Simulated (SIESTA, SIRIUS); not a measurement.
This is a calculation of Al for SIRIUS 7.12.0. The given cell was strained at random by a few per cent at fixed volume. This isn't the form of Al at room conditions, which is fcc.

Contents of sirius.json:

```json
{
  "control": {
    "processing_unit": "cpu",
    "verbosity": 2,
    "num_bands_to_print": 7,
    "print_forces": true,
    "print_stress": true
  },
  "parameters": {
    "electronic_structure_method": "pseudopotential",
    "xc_functionals": ["XC_GGA_X_PBE_SOL", "XC_GGA_C_PBE_SOL"],
    "gk_cutoff": 6.4,
    "pw_cutoff": 12.8,
    "ngridk": [12, 12, 12],
    "shiftk": [0, 0, 0],
    "smearing": "fermi_dirac",
    "smearing_width": 0.0018374661,
    "num_bands": 7,
    "num_mag_dims": 0,
    "num_dft_iter": 100,
    "energy_tol": 1e-08,
    "density_tol": 1e-06
  },
  "iterative_solver": {
    "type": "davidson",
    "min_tolerance": 1e-10
  },
  "mixer": {
    "type": "anderson",
    "beta": 0.7,
    "max_history": 8
  },
  "settings": {
    "tol_ne": 1e-10,
    "pseudo_grid_cutoff": 6.5
  },
  "unit_cell": {
    "lattice_vectors": [
      [-0.604610891618, 0.556694691088, 0.569681218447],
      [0.580412576896, -0.563315001525, 0.552103214162],
      [0.590879877379, 0.549583987285, -0.576301528884]
    ],
    "lattice_vectors_scale": 5.3101097647,
    "atom_coordinate_units": "lattice",
    "atom_types": ["Al"],
    "atom_files": {
      "Al": "Al.json"
    },
    "atoms": {
      "Al": [
        [-0.000693, 0.012387, 0.005849]
      ]
    }
  }
}
```

Potentials or basis: PseudoDojo 0.4.1 PBEsol standard (scalar relativistic).

The run is started by

```sh
$ upf_to_json Al.upf
$ OMP_NUM_THREADS=1 sirius.scf --input=sirius.json --output=out.json --task=0
```

Q: Translate it to SIESTA 5.4.2. Potentials or basis there: files PseudoDojo sr-pbesol-0.4.1-standard, DZP (energy shift 0.003 Ry).

A: As run (cutoffs and basis follow the program's own potentials, and thresholds, step limits or extra output files can differ):

The input Al.fdf:

```
SystemName                      Al
SystemLabel                     Al
NumberOfSpecies                 1
NumberOfAtoms                   1
%block ChemicalSpeciesLabel
  1  13 Al
%endblock ChemicalSpeciesLabel

LatticeConstant                 1.0 Ang
%block LatticeVectors
    -1.6989500000     1.5643060000     1.6007980000
     1.6309530000    -1.5829090000     1.5514040000
     1.6603660000     1.5443250000    -1.6194010000
%endblock LatticeVectors
AtomicCoordinatesFormat         Fractional
%block AtomicCoordinatesAndAtomicSpecies
    -0.0006930000     0.0123870000     0.0058490000  1  Al
%endblock AtomicCoordinatesAndAtomicSpecies

%block kgrid.MonkhorstPack
   12   0   0  0.0
    0  12   0  0.0
    0   0  12  0.0
%endblock kgrid.MonkhorstPack
XC.Functional                   GGA
XC.Authors                      PBEsol
PAO.BasisSize                   DZP
PAO.EnergyShift                 0.003 Ry
Mesh.Cutoff                     500 Ry
OccupationFunction              FD
ElectronicTemperature           0.05 eV
MaxSCFIterations                120
SCF.MustConverge                false
SCF.Mixer.Method                Pulay
SCF.Mixer.Weight                0.25
SCF.Mixer.History               8
SCF.DM.Tolerance                5.0e-05
SCF.H.Tolerance                 1.0e-03 eV
WriteForces                     true
Charge.Mulliken                 end
```

Potentials or basis: PseudoDojo 0.4 standard (PBEsol files), converted to PSML, two zetas on semicore shells, DZP (energy shift 0.003 Ry).

The run is started by

```bash
$ siesta < Al.fdf > Al.out 2>&1
```

Both were run:

|  | SIRIUS | SIESTA |
| --- | --- | --- |
| Pressure | 2.2 GPa | 2.7 GPa |
| Energy over the undisturbed cell | 1.5 meV/atom | 2.1 meV/atom |

Pressure is positive in compression.
